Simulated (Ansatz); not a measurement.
Runs of Ansatz 0.2.0 on Sc. It takes space group P6_3/mmc (No. 194, hexagonal). Conventional cell: a = 3.309 Å, b = 3.309 Å, c = 5.273 Å, α = 90.00°, β = 90.00°, γ = 120.00°. Sc (site symmetry -6m2) is surrounded by 12 Sc at 3.26 to 3.31 Å. 

```tsv
task	level	U	cutoff (eV)	smearing	gap on the mesh (eV)	pressure (GPa)
single point	PBE	-	167	gaussian 0.1 eV	none	(a)
band structure	PBEsol+U	Sc d U = 4.3 eV	167	fermi-dirac 0.05 eV	-	5.0
single point	PBEsol	-	167	gaussian 0.02 eV	none	(b)
atomic charges	LDA+D3(BJ)	-	168	fermi-dirac 0.05 eV	none	-7.8
single point	RPBE	-	167	gaussian 0.05 eV	none	1.3
```

Alike in all rows: potentials or basis all-electron LAPW, scalar-relativistic; no spin polarisation; cell as given; k mesh 9 × 9 × 5; basis error allowed 0.001 eV/atom.

Task: Estimate the missing entries.

Result: (a) -0.7; (b) -2.8.

Caveats: U is the effective U less J, on atomic orbitals that reach past the spheres (some runs); U without spin polarisation on a metal has little footing (some runs); the U is typed as a test and isn't derived for this compound (some runs); pairwise dispersion overbinds metals, which lowers pressure and volume (some runs); the dispersion damping was fitted for another functional or another form of the correction (some runs).

A gap of «none» marks a metal or a gap under the smearing width.
